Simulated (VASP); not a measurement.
**VASP 6.6.1 run: MgS**

INCAR

```
LCHARG = .FALSE.
ISMEAR = 0
LREAL = .FALSE.
ALGO = Normal
LWAVE = .FALSE.
NBANDS = 11
ISIF = 2
EDIFF = 1E-9
IBRION = -1
NELECT = 9
METAGGA = R2SCAN
ENCUT = 520
SIGMA = 0.01
PREC = Accurate
NELM = 120
NSW = 0
LASPH = .TRUE.
```

KPOINTS

```
KPOINTS created by Atomic Simulation Environment
0
Gamma
8 8 8
0 0 0
```

POSCAR

```
Mg S
 1.0000000000000000
     0.0000000000000000    2.6015179371121850    2.6015179371121850
     2.6015179371121850   -0.0000000000000000    2.6015179371121850
     2.6015179371121850    2.6015179371121850   -0.0000000000000000
 Mg  S
   1   1
Cartesian
 -0.0000000000000000 -0.0000000000000000  0.0000000000000000
  2.6015179371121850  2.6015179371121850  2.6015179371121850
```

The recommended PBE PAW datasets give the neutral cell 8 valence electrons.

Command

```
mpirun -np 1 vasp_std
```

Predict the outcome of this run.

It converged. Results: pressure 48.4 GPa.

OSZICAR

```
N       E                     dE             d eps       ncg     rms          rms(c)
DAV:   1     0.242028188353E+02    0.24203E+02   -0.39740E+03   686   0.655E+02
DAV:   2    -0.795799249133E+01   -0.32161E+02   -0.30981E+02   805   0.117E+02
DAV:   3    -0.936852534889E+01   -0.14105E+01   -0.14083E+01   774   0.254E+01
DAV:   4    -0.937722342767E+01   -0.86981E-02   -0.86901E-02   784   0.236E+00
DAV:   5    -0.937730178880E+01   -0.78361E-04   -0.78360E-04   775   0.210E-01    0.102E+01
DAV:   6    -0.726317275000E+01    0.21141E+01   -0.19575E+00   728   0.711E+00    0.645E+00
DAV:   7    -0.729274517212E+01   -0.29572E-01   -0.11357E-01   750   0.215E+00    0.302E+00
DAV:   8    -0.730033425740E+01   -0.75891E-02   -0.19403E-02   747   0.937E-01    0.347E-01
DAV:   9    -0.730040869498E+01   -0.74438E-04   -0.16052E-03   757   0.198E-01    0.103E-01
DAV:  10    -0.730071257872E+01   -0.30388E-03   -0.57376E-04   722   0.177E-01    0.482E-02
DAV:  11    -0.730067602002E+01    0.36559E-04   -0.10037E-04   752   0.482E-02    0.163E-02
DAV:  12    -0.730067639335E+01   -0.37333E-06   -0.13857E-05   748   0.210E-02    0.953E-03
DAV:  13    -0.730067626548E+01    0.12787E-06   -0.32521E-07   772   0.375E-03    0.336E-03
DAV:  14    -0.730067642502E+01   -0.15953E-06   -0.13648E-07   719   0.188E-03    0.158E-03
DAV:  15    -0.730067638076E+01    0.44261E-07   -0.76929E-09   791   0.636E-04    0.614E-04
DAV:  16    -0.730067635807E+01    0.22686E-07   -0.23476E-10   427   0.113E-04    0.104E-04
DAV:  17    -0.730067635397E+01    0.40948E-08   -0.74811E-11   412   0.541E-05    0.739E-05
DAV:  18    -0.730067634888E+01    0.50934E-08   -0.41157E-11   394   0.409E-05    0.580E-06
DAV:  19    -0.730067634855E+01    0.33242E-09   -0.22948E-12   394   0.125E-05
   1 F= -.73006763E+01 E0= -.73006536E+01  d E =-.455013E-04
```

The cell is charged and sits in a uniform background.

For comparison, a separate r²SCAN run of the intended cell, on usual settings and not on those above, gives a gap of 3.43 eV on its mesh and a pressure of -0.5 GPa.
